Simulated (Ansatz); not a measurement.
The system is K.

```
K
1.0
    -2.69756    2.69756    2.69756
     2.69756   -2.69756    2.69756
     2.69756    2.69756   -2.69756
K
1
Direct
  0.00000 0.00000 0.00000
```

```yaml
Program: Ansatz 0.2.0
Task: relaxation of cell and atoms
Functional: PBEsol
Potentials_or_basis: all-electron LAPW, scalar-relativistic
Basis_error_allowed: 0.001 eV/atom
k_mesh: 7 × 7 × 7
Occupations: fermi-dirac, width 0.05 eV
Spin: no spin polarisation
```

At the start: volume 78.52 Å³/atom.

How do energy, volume and symmetry change on relaxing?

Over 5 steps the energy falls by 8.2 meV/atom and the volume is 70.97 Å³/atom (-9.6 %); space group Im-3m (No. 229, to 0.05 Å).

The path:
| step | energy change (eV) | largest force (eV/Å) | volume (Å³) |
| --- | --- | --- | --- |
| 1 | 0.0000 | 0.0000 | 78.52 |
| 2 | -0.0014 | 0.0000 | 77.76 |
| 3 | -0.0080 | 0.0000 | 69.76 |
| 4 | -0.0082 | 0.0000 | 70.97 |
| 5 | -0.0082 | 0.0000 | 70.97 |

Final structure:
```cif
data_structure
_symmetry_space_group_name_H-M 'P 1'
_symmetry_Int_Tables_number 1
_cell_length_a 4.5175
_cell_length_b 4.5175
_cell_length_c 4.5175
_cell_angle_alpha 109.471
_cell_angle_beta 109.471
_cell_angle_gamma 109.471
_cell_volume 70.97
loop_
_atom_site_label
_atom_site_type_symbol
_atom_site_fract_x
_atom_site_fract_y
_atom_site_fract_z
_atom_site_occupancy
K1 K 0.00000 0.00000 0.00000 1
```
